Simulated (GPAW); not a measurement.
Bi2Se3 (Paraguanajuatite):

```
Bi Se
1.0
     2.07150    1.19598    9.54533
    -2.07150    1.19598    9.54533
     0.00000   -2.39196    9.54533
Bi Se
2 3
Direct
  0.59920 0.59920 0.59920
  0.40080 0.40080 0.40080
  0.78830 0.78830 0.78830
  0.21170 0.21170 0.21170
  0.00000 0.00000 0.00000
```

Base run:

* Program: GPAW 26.7.0
* Functional: PBE
* Potentials or basis: GPAW PAW data sets (gpaw-data 1.2.1)
* Cutoff: 600 eV
* Basis: pw
* k mesh: 8 × 8 × 8
* Occupations: fermi-dirac, width 0.05 eV
* Spin: no spin polarisation

Its results: band gap on the k mesh 0.19 eV, direct; pressure 2.5 GPa; largest force 0.168 eV/Å.

The run is repeated on the same cell with these changes: functional from PBE to r2SCAN; k mesh from 8 × 8 × 8 to 5 × 5 × 5. What comes out?

Band gap on the k mesh 0.47 eV, direct; pressure 1.4 GPa; largest force 0.081 eV/Å.

Several settings changed at once, so the effect can't be laid on one alone.

Caveats: spin-orbit coupling is left out, which as a rule narrows the gap of such compounds by several tenths of an eV; the PAW data sets were made with another functional, which shifts forces and pressure a little (some runs).

Not every run made on this cell is shown here.
